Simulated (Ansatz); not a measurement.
# Eu (Im-3m): energies of magnetic orders

An exercise on one series of results from a longer session: the logs are not shown, and one member is left open.

Computed with Ansatz 0.2.0 (DFT PBE, scalar-relativistic, plane waves, PAW, unless a step's input says otherwise).

## The system as given

It takes space group Im-3m (No. 229, cubic). Conventional cell: a = 4.382 Å, b = 4.382 Å, c = 4.382 Å, α = 90.00°, β = 90.00°, γ = 90.00°. Around Eu (site symmetry m-3m) lie 8 Eu at 3.79 Å.

Coordinates:

```xyz
1
Lattice="-2.1910 2.1910 2.1910 2.1910 -2.1910 2.1910 2.1910 2.1910 -2.1910" Properties=species:S:1:pos:R:3 pbc="T T T"
Eu    0.0000    0.0000    0.0000
```

An earlier run at PBE left this cell at 42.074 Å³/atom and 0.00 GPa (14×14×14 mesh).

Set-up of the first run:

Contents of input.yaml:

```yaml
crystal:
  lattice:
    - [4.3820846082, 0.0, 0.0]
    - [0.0, 4.3820846082, 0.0]
    - [0.0, 0.0, 4.3820846082]
  atoms:
    - { symbol: Eu, position: [0.0, 0.0, 0.0], spin: 7.0 }
    - { symbol: Eu, position: [0.5, 0.5, 0.5], spin: 7.0 }
basis:
  ecutwfc: 420
  ecutrho_ratio: 4
kpoints:
  mp_grid: { grid: [8, 8, 8] }
hamiltonian:
  xc: pbe
scf:
  occupations: { method: gaussian, width: 0.05 }
  lower_state_search: "off"
output:
  forces: true
  stress: true
  eigenvalues: true
  populations: true
magnetization:
  spin_polarized: true
```

Launch:

```console
ansatz run input.yaml --threads 2 --pin off --max-ram 5120MiB --backend cpu --events-out ev --progress --plain --runs-dir out
```

Steps of the session up to this table: Ferromagnetic, larger cell; Antiferromagnetic, propagation vector (1, 1, 1); Antiferromagnetic, propagation vector (1/2, 1/2, 0); No spin polarisation.

One of the session's tables, all rows but one given; the rest of the session is left out.

It belongs to the step «The orders side by side». 

```
                                              order  above the lowest (meV/atom)  largest moment (μB)  pressure (GPa)
                                      ferromagnetic                          0.0                 7.00             0.0
    antiferromagnetic, propagation vector (1, 1, 1)                            ?                    ?               ?
antiferromagnetic, propagation vector (1/2, 1/2, 0)                          6.2                 6.97             0.0
                               no spin polarisation                       7292.6                 0.00            -4.1
```

Estimate the missing values for antiferromagnetic, propagation vector (1, 1, 1).

**Answer.** above the lowest (meV/atom): 41.4; largest moment (μB): 6.89; pressure (GPa): 0.1. In the column «above the lowest (meV/atom)» it lies between antiferromagnetic, propagation vector (1/2, 1/2, 0) (6.2) and no spin polarisation (7292.6).

The first row is the run of the earlier session that started with parallel moments (-8766.4693 eV/atom).

To keep in mind: Only these orders were tried, at zero temperature; the one found in experiment may not be among them. Warnings in the runs' records: given moment on shells, negative dielectric reading.
